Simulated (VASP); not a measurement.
# Be (P6_3/mmc) in VASP: notebook

One crystal, Be, is run at these levels: LDA; tasks: single point.

Program: VASP 6.6.1. These are calculated values, not measurements. Logs are shortened: lines on timing, memory, paths and dates and some standing lists are left out, and cuts for length are marked.

## 1. Starting point

Symmetry: P6_3/mmc, No. 194, hexagonal system. Conventional cell: a = 2.285 Å, b = 2.285 Å, c = 3.584 Å, α = 90.00°, β = 90.00°, γ = 120.00°. Be (site symmetry -6m2) has 12 Be at 2.23 to 2.29 Å as nearest neighbours.

## 2. Single point, LDA

Input file INCAR:

```
  ADDGRID = F
  ALGO = Normal
  EDIFF = 0.001
  ENCUT = 460
  GGA = CA
  ISIF = 2
  ISMEAR = 1
  LASPH = T
  LCHARG = F
  LREAL = F
  LWAVE = F
  NELM = 100
  PREC = Accurate
  SIGMA = 0.2
```

Input file KPOINTS:

```
k-points
0
Gamma
  6 6 4
```

Input file POSCAR:

```
Be
1.0
    2.2853000000      0.0000000000      0.0000000000
   -1.1426500000      1.9791278553      0.0000000000
    0.0000000000      0.0000000000      3.5842000000
Be
2
Direct
    0.6556040000      0.3139550000      0.7387090000
    0.3030700000      0.6820070000      0.2728280000
```

Potentials or basis: VASP PAW LDA potentials, release 64 (Be).

On the command line:

```bash
cat potpaw_LDA.64/Be/POTCAR > POTCAR
mpirun -np 1 vasp_std > vasp.out
```

OUTCAR:

```text
EDIFF = 0.001
   ENCUT = 460
   GGA = CA
   ISIF = 2
   ISMEAR = 1
   LASPH = T
   LREAL = F
   NELM = 100
   PREC = Accurate

 Found     76 irreducible k-points:

 Following reciprocal coordinates:
            Coordinates               Weight
  0.000000  0.000000  0.000000      1.000000
  0.166667  0.000000  0.000000      2.000000
  0.000000  0.166667  0.000000      2.000000
 -0.166667  0.166667  0.000000      2.000000
  0.333333  0.000000  0.000000      2.000000
  0.000000  0.333333  0.000000      2.000000
   k-points           NKPTS =     76   k-points in BZ     NKDIM =     76   number of bands    NBANDS=      6
   number of dos      NEDOS =    301   number of ions     NIONS =      2
   total plane-waves  NPLWV =   7168
   dimension x,y,z NGX =    16 NGY =   16 NGZ =   28
   dimension x,y,z NGXF=    32 NGYF=   32 NGZF=   56
   ions per type =               2
   NGX,Y,Z   is equivalent  to a cutoff of  11.64, 11.64, 12.99 a.u.
   NGXF,Y,Z  is equivalent  to a cutoff of  23.28, 23.28, 25.97 a.u.
 SYSTEM =  unknown system
   PREC   = accura    normal or accurate (medium, high low for compatibility)
   ISTART =      0    job   : 0-new  1-cont  2-samecut
   ICHARG =      2    charge: 1-file 2-atom 10-const
   ISPIN  =      1    spin polarized calculation?
   LNONCOLLINEAR =      F non collinear calculations
   LSORBIT =      F    spin-orbit coupling
   LASPH  =      T    aspherical Exc in radial PAW
   ENCUT  =  460.0 eV  33.81 Ry    5.81 a.u.   4.00  4.00  6.27*2*pi/ulx,y,z
   NELM   =    100;   NELMIN=  2; NELMDL= -5     # of ELM steps
   EDIFF  = 0.1E-02   stopping-criterion for ELM
   LREAL  =      F    real-space projection
   EDIFFG = 0.1E-01   stopping-criterion for IOM
   NSW    =      0    number of steps for IOM
   IBRION =     -1    ionic relax: 0-MD 1-quasi-New 2-CG
[... 26 lines left out ...]
 non-spin polarized calculation
 Methfessel and Paxton  Order N= 1 SIGMA  =   0.20
  energy-cutoff  :      460.00
  volume of cell :       16.21
 maximum number of plane-waves:       373
   NGX =  7   NGY =  7   NGZ = 13

 number of electron       4.0000000 magnetization

 Free energy of the ion-electron system (eV)
  ---------------------------------------------------
  ext. energy  EPLUGINS =         0.00000000
  ---------------------------------------------------
  free energy    TOTEN  =        -8.26151806 eV

  energy without entropy =       -8.26309978  energy(sigma->0) =       -8.26204530

 E-fermi :   6.1342     XC(G=0): -10.5311

 val. band max:        5.9454185332   @ k =  -0.3333   0.5000   0.0000
 cond. band min:       6.2716351642   @ k =  -0.3333   0.3333   0.0000
 fundamental gap:      0.3262166310
 Fermi energy:         6.1342463292

 k-point     1 :       0.0000    0.0000    0.0000
  band No.  band energies     occupation
      1      -4.5052      2.00000
      2       2.2961      2.00000
      3       7.6993     -0.00000
      4      21.5241      0.00000
      5      22.2678      0.00000
      6      24.1541      0.00000

 k-point     2 :       0.1667    0.0000    0.0000
  band No.  band energies     occupation
      1      -3.7311      2.00000
      2       3.3173      2.00000
      3       7.8626     -0.00000
      4      17.4312      0.00000
      5      19.2361      0.00000
      6      24.0655      0.00000

 k-point     3 :       0.0000    0.1667    0.0000
  band No.  band energies     occupation
      1      -3.7313      2.00000
      2       3.3189      2.00000
      3       7.8530     -0.00000
      4      17.4576      0.00000
      5      19.2372      0.00000
      6      24.1505      0.00000

 k-point     4 :      -0.1667    0.1667    0.0000
  band No.  band energies     occupation
      1      -3.7299      2.00000
      2       3.3086      2.00000
      3       7.9167     -0.00000
      4      17.3047      0.00000
      5      19.0520      0.00000
      6      24.2547      0.00000

 k-point     5 :       0.3333    0.0000    0.0000
  band No.  band energies     occupation
      1      -1.4127      2.00000
      2       6.3368     -0.05276
      3       6.9171     -0.00000
      4      12.8989      0.00000
      5      16.5538      0.00000
      6      18.4363      0.00000

 k-point     6 :       0.0000    0.3333    0.0000
  band No.  band energies     occupation
      1      -1.4114      2.00000
      2       6.3490     -0.06239
      3       6.8631     -0.00000
      4      13.0062      0.00000
      5      16.5422      0.00000
      6      18.3735      0.00000

 [... further k-points ...]
[... 5 lines left out ...]
  --------------------------------------------------------------------------------------
  -------------------------------------------------------------------------------------
  Total       -0.4309159     -0.2122098     -1.1949637      0.1345715      0.1083602     -0.1167236
  in kB      -42.5886412    -20.9733003   -118.1016541     13.3000804     10.7095505    -11.5361237
  external PRESSURE =     -60.5545319 kB  Pullay stress =       0.0000000 kB

 VOLUME and BASIS-vectors are now :
 -----------------------------------------------------------------------------
  energy-cutoff  :      460.00
  volume of cell :       16.21
      direct lattice vectors                 reciprocal lattice vectors
     2.285300000  0.000000000  0.000000000     0.437579311  0.252636533  0.000000000
    -1.142650000  1.979127855  0.000000000     0.000000000  0.505273066  0.000000000
     0.000000000  0.000000000  3.584200000     0.000000000  0.000000000  0.279002288

 POSITION                                       TOTAL-FORCE (eV/Angst)
 -----------------------------------------------------------------------------------
      1.13951      0.62136      2.64768        -0.275311      0.255043      0.865270
     -0.08669      1.34978      0.97787         0.275311     -0.255043     -0.865270
 -----------------------------------------------------------------------------------
    total drift:                                0.000000      0.000000      0.000000

  FREE ENERGIE OF THE ION-ELECTRON SYSTEM (eV)
  ---------------------------------------------------
  free  energy   TOTEN  =        -8.2615180551 eV

  energy  without entropy=       -8.2630997796  energy(sigma->0) =       -8.26204530
```

Run time: 1.6 s. Hardware: 1 thread of AMD EPYC 9R45 (Zen 5), shared host; peak memory 0.08 GiB.

The run converged, but some of its settings lie outside the range that counts as converged, so its numbers aren't taken as properties of the crystal.

What came out:

```yaml
Free_energy: -8.2615 eV
Pressure: -6.1 GPa
Largest_force: 0.943 eV/Å
Band_gap_on_the_k_mesh: none (metal or under the smearing width)
```

Caveat: the k mesh is coarse (spacing up to 0.53 Å⁻¹), so the values aren't converged.

## 3. Single point, LDA

INCAR: that of step 2 with these lines changed.

```diff
@@ -2,3 +2,3 @@
   ALGO = Normal
-  EDIFF = 0.001
+  EDIFF = 1E-4
   ENCUT = 460
```

KPOINTS is that of step 2.

Input file POSCAR:

```
Be
1.0
    2.2853000000      0.0000000000      0.0000000000
   -1.1426500000      1.9791278553      0.0000000000
    0.0000000000      0.0000000000      3.5842000000
Be
2
Direct
    0.6666666667      0.3333333333      0.7500000000
    0.3333333333      0.6666666667      0.2500000000
```

Potentials or basis: VASP PAW LDA potentials, release 64 (Be).

On the command line:

```bash
cat potpaw_LDA.64/Be/POTCAR > POTCAR
mpirun -np 1 vasp_std > vasp.out
```

Wall time 0.8 s (1 thread of AMD EPYC 9R45 (Zen 5), shared host); peak memory 0.08 GiB.

The run converged, but some of its settings lie outside the range that counts as converged, so its numbers aren't taken as properties of the crystal.

What came out:

- Free energy: -8.3334 eV
- Pressure: -7.5 GPa
- Band gap on the k mesh: none (metal or under the smearing width)

Caveat: the k mesh is coarse (spacing up to 0.53 Å⁻¹), so the values aren't converged.

## 4. Single point, LDA

INCAR is that of step 3.

KPOINTS is that of step 3.

Input file POSCAR:

```
Be
1.0
    2.2853000000      0.0000000000      0.0000000000
   -1.1426500000      1.9791278553      0.0000000000
    0.0000000000      0.0000000000      3.5842000000
Be
2
Direct
    0.6556040000      0.3139550000      0.7387090000
    0.3030700000      0.6820070000      0.2728280000
```

Potentials or basis: VASP PAW LDA potentials, release 64 (Be).

On the command line:

```bash
cat potpaw_LDA.64/Be/POTCAR > POTCAR
mpirun -np 1 vasp_std > vasp.out
```

OUTCAR:

```text
EDIFF = 1E-4
   ENCUT = 460
   GGA = CA
   ISIF = 2
   ISMEAR = 1
   LASPH = T
   LREAL = F
   NELM = 100
   PREC = Accurate

 Found     76 irreducible k-points:

 Following reciprocal coordinates:
            Coordinates               Weight
  0.000000  0.000000  0.000000      1.000000
  0.166667  0.000000  0.000000      2.000000
  0.000000  0.166667  0.000000      2.000000
 -0.166667  0.166667  0.000000      2.000000
  0.333333  0.000000  0.000000      2.000000
  0.000000  0.333333  0.000000      2.000000
   k-points           NKPTS =     76   k-points in BZ     NKDIM =     76   number of bands    NBANDS=      6
   number of dos      NEDOS =    301   number of ions     NIONS =      2
   total plane-waves  NPLWV =   7168
   dimension x,y,z NGX =    16 NGY =   16 NGZ =   28
   dimension x,y,z NGXF=    32 NGYF=   32 NGZF=   56
   ions per type =               2
   NGX,Y,Z   is equivalent  to a cutoff of  11.64, 11.64, 12.99 a.u.
   NGXF,Y,Z  is equivalent  to a cutoff of  23.28, 23.28, 25.97 a.u.
 SYSTEM =  unknown system
   PREC   = accura    normal or accurate (medium, high low for compatibility)
   ISTART =      0    job   : 0-new  1-cont  2-samecut
   ICHARG =      2    charge: 1-file 2-atom 10-const
   ISPIN  =      1    spin polarized calculation?
   LNONCOLLINEAR =      F non collinear calculations
   LSORBIT =      F    spin-orbit coupling
   LASPH  =      T    aspherical Exc in radial PAW
   ENCUT  =  460.0 eV  33.81 Ry    5.81 a.u.   4.00  4.00  6.27*2*pi/ulx,y,z
   NELM   =    100;   NELMIN=  2; NELMDL= -5     # of ELM steps
   EDIFF  = 0.1E-03   stopping-criterion for ELM
   LREAL  =      F    real-space projection
   EDIFFG = 0.1E-02   stopping-criterion for IOM
   NSW    =      0    number of steps for IOM
   IBRION =     -1    ionic relax: 0-MD 1-quasi-New 2-CG
[... 26 lines left out ...]
 non-spin polarized calculation
 Methfessel and Paxton  Order N= 1 SIGMA  =   0.20
  energy-cutoff  :      460.00
  volume of cell :       16.21
 maximum number of plane-waves:       373
   NGX =  7   NGY =  7   NGZ = 13

 number of electron       4.0000000 magnetization

 Free energy of the ion-electron system (eV)
  ---------------------------------------------------
  ext. energy  EPLUGINS =         0.00000000
  ---------------------------------------------------
  free energy    TOTEN  =        -8.26151809 eV

  energy without entropy =       -8.26309983  energy(sigma->0) =       -8.26204534

 E-fermi :   6.1343     XC(G=0): -10.5311

 val. band max:        5.9454247954   @ k =  -0.3333   0.5000   0.0000
 cond. band min:       6.2716418511   @ k =  -0.3333   0.3333   0.0000
 fundamental gap:      0.3262170556
 Fermi energy:         6.1342530585

 k-point     1 :       0.0000    0.0000    0.0000
  band No.  band energies     occupation
      1      -4.5052      2.00000
      2       2.2962      2.00000
      3       7.6993     -0.00000
      4      21.5241      0.00000
      5      22.2678      0.00000
      6      24.1541      0.00000

 k-point     2 :       0.1667    0.0000    0.0000
  band No.  band energies     occupation
      1      -3.7311      2.00000
      2       3.3173      2.00000
      3       7.8626     -0.00000
      4      17.4312      0.00000
      5      19.2361      0.00000
      6      24.0655      0.00000

 k-point     3 :       0.0000    0.1667    0.0000
  band No.  band energies     occupation
      1      -3.7313      2.00000
      2       3.3189      2.00000
      3       7.8530     -0.00000
      4      17.4576      0.00000
      5      19.2373      0.00000
      6      24.1505      0.00000

 k-point     4 :      -0.1667    0.1667    0.0000
  band No.  band energies     occupation
      1      -3.7299      2.00000
      2       3.3086      2.00000
      3       7.9167     -0.00000
      4      17.3048      0.00000
      5      19.0520      0.00000
      6      24.2547      0.00000

 k-point     5 :       0.3333    0.0000    0.0000
  band No.  band energies     occupation
      1      -1.4126      2.00000
      2       6.3368     -0.05276
      3       6.9171     -0.00000
      4      12.8989      0.00000
      5      16.5538      0.00000
      6      18.4363      0.00000

 k-point     6 :       0.0000    0.3333    0.0000
  band No.  band energies     occupation
      1      -1.4114      2.00000
      2       6.3490     -0.06239
      3       6.8631     -0.00000
      4      13.0062      0.00000
      5      16.5422      0.00000
      6      18.3735      0.00000

 [... further k-points ...]
[... 5 lines left out ...]
  --------------------------------------------------------------------------------------
  -------------------------------------------------------------------------------------
  Total       -0.4310438     -0.2123090     -1.1950633      0.1345915      0.1083656     -0.1167311
  in kB      -42.6012836    -20.9830966   -118.1115014     13.3020586     10.7100838    -11.5368632
  external PRESSURE =     -60.5652939 kB  Pullay stress =       0.0000000 kB

 VOLUME and BASIS-vectors are now :
 -----------------------------------------------------------------------------
  energy-cutoff  :      460.00
  volume of cell :       16.21
      direct lattice vectors                 reciprocal lattice vectors
     2.285300000  0.000000000  0.000000000     0.437579311  0.252636533  0.000000000
    -1.142650000  1.979127855  0.000000000     0.000000000  0.505273066  0.000000000
     0.000000000  0.000000000  3.584200000     0.000000000  0.000000000  0.279002288

 POSITION                                       TOTAL-FORCE (eV/Angst)
 -----------------------------------------------------------------------------------
      1.13951      0.62136      2.64768        -0.275321      0.255054      0.865178
     -0.08669      1.34978      0.97787         0.275321     -0.255054     -0.865178
 -----------------------------------------------------------------------------------
    total drift:                                0.000000      0.000000      0.000000

  FREE ENERGIE OF THE ION-ELECTRON SYSTEM (eV)
  ---------------------------------------------------
  free  energy   TOTEN  =        -8.2615180938 eV

  energy  without entropy=       -8.2630998279  energy(sigma->0) =       -8.26204534
```

Wall time 1.7 s (1 thread of AMD EPYC 9R45 (Zen 5), shared host); peak memory 0.08 GiB.

These settings aren't checked as converged: the numbers below hold their error.

Results:

| Property | Result |
| --- | --- |
| Free energy | -8.2615 eV |
| Pressure | -6.1 GPa |
| Largest force | 0.943 eV/Å |
| Band gap on the k mesh | none (metal or under the smearing width) |

Caveat: the k mesh is coarse (spacing up to 0.53 Å⁻¹), so the values aren't converged.

## 5. Single point, LDA

INCAR: that of step 4 with these lines changed.

```diff
@@ -2,3 +2,3 @@
   ALGO = Normal
-  EDIFF = 1E-4
+  EDIFF = 1E-5
   ENCUT = 460
```

KPOINTS is that of step 4.

Input file POSCAR:

```
Be
1.0
    2.2853000000      0.0000000000      0.0000000000
   -1.1426500000      1.9791278553      0.0000000000
    0.0000000000      0.0000000000      3.5842000000
Be
2
Direct
    0.6666666667      0.3333333333      0.7500000000
    0.3333333333      0.6666666667      0.2500000000
```

On the command line:

```bash
cat potpaw_LDA.64/Be/POTCAR > POTCAR
mpirun -np 1 vasp_std > vasp.out
```

Run time: 0.9 s. Hardware: 1 thread of AMD EPYC 9R45 (Zen 5), shared host; peak memory 0.08 GiB.

These settings aren't checked as converged: the numbers below hold their error.

Results:

```yaml
Free_energy: -8.3334 eV
Pressure: -7.5 GPa
Band_gap_on_the_k_mesh: none (metal or under the smearing width)
```

Caveat: the k mesh is coarse (spacing up to 0.53 Å⁻¹), so the values aren't converged.

## 6. For comparison

An earlier run on the cell as given: functional PBE; potentials or basis VASP PAW PBE potentials, release 64 (Be); cutoff 520 eV; k mesh 13 × 13 × 8; occupations fermi-dirac, width 0.05 eV; no spin polarisation.

- Pressure: -2.7 GPa
- Band gap on the k mesh: none (metal or under the smearing width)
